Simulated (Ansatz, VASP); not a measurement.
# TePb: VASP beside Ansatz

File INCAR:

```
SYSTEM = TePb
PREC     = Accurate       ! precision mode
ENCUT    = 520            ! plane-wave cutoff, eV
EDIFF    = 1E-7           ! SCF threshold, eV
ISMEAR   = -1             ! smearing method
SIGMA    = 0.05           ! smearing width, eV
LREAL    = .False.        ! projectors in reciprocal space
LASPH    = .True.         ! aspherical terms in the spheres
NELM     = 80             ! most SCF steps
ALGO     = Normal         ! electronic algorithm
ISIF     = 2              ! what is computed and relaxed
LWAVE    = .False.        ! write WAVECAR
LCHARG   = .False.        ! write CHGCAR
METAGGA  = R2SCAN         ! meta-GGA
LMIXTAU  = .True.       
NBANDS   = 17             ! bands
```

File KPOINTS:

```
regular mesh
0
Gamma
  7 7 7
  0 0 0
```

POSCAR

```
TePb
1.0
    0.0000000000      3.2310000000      3.2310000000
    3.2310000000      0.0000000000      3.2310000000
    3.2310000000      3.2310000000      0.0000000000
Pb Te
1 1
Direct
    0.0000000000      0.0000000000      0.0000000000
    0.5000000000      0.5000000000      0.5000000000
```

The input KPOINTS_OPT:

```
path GXWKGLUWLK,UX
15
line-mode
reciprocal
 0.0000000000  0.0000000000  0.0000000000  G
 0.5000000000  0.0000000000  0.5000000000  X

 0.5000000000  0.0000000000  0.5000000000  X
 0.5000000000  0.2500000000  0.7500000000  W

 0.5000000000  0.2500000000  0.7500000000  W
 0.3750000000  0.3750000000  0.7500000000  K

 0.3750000000  0.3750000000  0.7500000000  K
 0.0000000000  0.0000000000  0.0000000000  G

 0.0000000000  0.0000000000  0.0000000000  G
 0.5000000000  0.5000000000  0.5000000000  L

 0.5000000000  0.5000000000  0.5000000000  L
 0.6250000000  0.2500000000  0.6250000000  U

 0.6250000000  0.2500000000  0.6250000000  U
 0.5000000000  0.2500000000  0.7500000000  W

 0.5000000000  0.2500000000  0.7500000000  W
 0.5000000000  0.5000000000  0.5000000000  L

 0.5000000000  0.5000000000  0.5000000000  L
 0.3750000000  0.3750000000  0.7500000000  K

 0.6250000000  0.2500000000  0.6250000000  U
 0.5000000000  0.0000000000  0.5000000000  X
```

The input input.yaml:

```yaml
crystal:
  lattice:
    - [0.0, 3.231, 3.231]
    - [3.231, 0.0, 3.231]
    - [3.231, 3.231, 0.0]
  atoms:
    - { symbol: Pb, position: [0.0, 0.0, 0.0] }
    - { symbol: Te, position: [0.5, 0.5, 0.5] }
hamiltonian:
  xc: r2scan
  pseudopotentials: { kind: paw }
kpoints:
  mp_grid: { grid: [7, 7, 7] }
  band_path:
    path:
      - [[0.0, 0.0, 0.0], [0.5, 0.0, 0.5], [0.5, 0.25, 0.75], [0.375, 0.375, 0.75], [0.0, 0.0, 0.0], [0.5, 0.5, 0.5], [0.625, 0.25, 0.625], [0.5, 0.25, 0.75], [0.5, 0.5, 0.5], [0.375, 0.375, 0.75]]
      - [[0.625, 0.25, 0.625], [0.5, 0.0, 0.5]]
    npoints: 14
scf:
  occupations: { method: fermi_dirac, width: 0.05 }
  n_extra_bands: 6
output:
  forces: true
  stress: true
  eigenvalues: true
  fatbands: true
  write_density: true
  write_potential: true
  elf: true
  volumetric_format: npy
```

Alike in both runs: task band structure; functional r2SCAN; k mesh 7 × 7 × 7; occupations fermi-dirac, width 0.05 eV; no spin polarisation.

```csv
,VASP,Ansatz
version,VASP 6.6.1,Ansatz 0.2.0
potentials or method,"VASP PAW PBE potentials, release 64 (Pb_d, Te)",Ansatz PAW
plane-wave cutoff (eV),520,500
valence electrons in the cell,20,30
```

VASP gave:

| Property | Result |
| --- | --- |
| gap on the k mesh at the Fermi level (eV) | 1.27 |
| least direct gap on the mesh (eV) | 1.27 |
| gap along the band path (eV) | 1.02 |
| pressure (GPa) | 1.5 |

Question: Which values does Ansatz return?

Answer: gap on the k mesh at the Fermi level (eV): 1.26; least direct gap on the mesh (eV): 1.26; gap along the band path (eV): 1.02; pressure (GPa): 1.5.

The two sets of potentials don't hold the same shells in valence.

Caveats: spin-orbit coupling is left out, which moves the levels of the heavy elements; the PAW data sets were made with another functional, which shifts forces and pressure a little (VASP); the PAW data sets come from PBE, with cores solved anew for the run's functional, which leaves a small shift of forces and pressure (Ansatz).
